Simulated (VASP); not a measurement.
The cell holds one Sb2Te3 (tetradymite) monolayer, with vacuum along c. Ionisation potential and electron affinity count from the cell's own band edges, surface states included.

Consider the following.

```xyz
5
Lattice="4.2396 0.0000 0.0000 -2.1198 3.6716 0.0000 0.0000 0.0000 23.2091" Properties=species:S:1:pos:R:3 pbc="T T T"
Sb     0.0000     2.4477     9.6317
Sb     0.0000     0.0000    13.5774
Te     0.0000     0.0000     7.9318
Te     2.1198     1.2239    11.6045
Te     0.0000     2.4477    15.2773
```

Level of theory: PBEsol GGA, VASP's PBE PAW potentials (set 64) (plane waves; VASP). Run with 400 eV cut-off, 12×12×1 Γ-centred mesh, Gaussian smearing of 0.050 eV, potentials Sb Te.

```yaml
energy_to_cut_it_from_the_bulk_per_area: 12.3 meV/Å²
ionisation_potential: 4.98 eV
electron_affinity: 4.31 eV
```

The cell is a sheet with vacuum, built from Sb2Te3 (tetradymite).
